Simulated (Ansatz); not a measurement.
Relaxed-ion elastic tensor of Li$_{2}$O (anti-fluorite, Fm-3m) in GPa (Voigt order), r²SCAN (plane waves, PAW; program Ansatz); density 2.08 g/cm³, 7.97 Å³ per atom.

```
      1     2     3     4     5     6
-  ----  ----  ----  ----  ----  ----
1   219  21.3  21.3   0.0   0.0   0.0
2  21.3   219  21.3   0.0   0.0   0.0
3  21.3  21.3   219   0.0   0.0   0.0
4   0.0   0.0   0.0  63.6   0.0   0.0
5   0.0   0.0   0.0   0.0  63.6   0.0
6   0.0   0.0   0.0   0.0   0.0  63.6
```

Question: Is the crystal mechanically stable?

Answer: Yes: the smallest eigenvalue of C is 63.6 GPa.

Question: Work out the Voigt, Reuss and Hill averages.

Answer: K_V = 87.1, K_R = 87.1, K_H = 87.1; G_V = 77.7, G_R = 74.2, G_H = 75.9 GPa.

Question: Give Young's modulus, Poisson's ratio, Pugh's ratio and the universal anisotropy index.

Answer: E = 9KG/(3K + G) = 177 GPa; ν = 0.16; K/G = 1.15 (brittle by the Pugh limit of 1.75); A_U = 5G_V/G_R + K_V/K_R − 6 = 0.24.

Question: Estimate the sound speeds and the Debye temperature.

Answer: v_l = √((K + 4G/3)/ρ) = 9530 m/s, v_t = √(G/ρ) = 6050 m/s, mean 6650 m/s; Θ = (h/k)(3n/4πV)^(1/3) v_m = 991 K.

Question: Give the Zener ratio and Young's modulus along [100], [110] and [111].

Answer: A = 2C44/(C11 − C12) = 0.64; 1/E = S11 − 2(S11 − S12 − S44/2)Γ with Γ = 0, 1/4, 1/3 gives 215, 165, 154 GPa.

Symmetry was held in the r²SCAN relaxation; phonons on a q-mesh show no instability.

Potentials: the later of the program's two PAW sets.
